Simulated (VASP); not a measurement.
Shape and ions are relaxed at each volume.

Energy against volume of CoPt (L1_0). These are r2SCAN meta-GGA, VASP's PBE PAW potentials (set 64) (plane waves; VASP) values and carry that method's errors.

| V (Å³/atom) | E (eV/atom) |
|---|---|
| 12.583 | -32.47164 |
| 12.985 | -32.50010 |
| 13.386 | -32.50758 |
| 13.788 | -32.49798 |
| 14.189 | -32.47508 |

### Question
Fit a third-order Birch-Murnaghan equation of state.

### Answer

The volume per atom is 13.35 Å³/atom. The bulk modulus comes out as 2280 kbar. The pressure derivative of the bulk modulus is 6.47.

The compound is CoPt in the L1_0 structure. It was relaxed first.
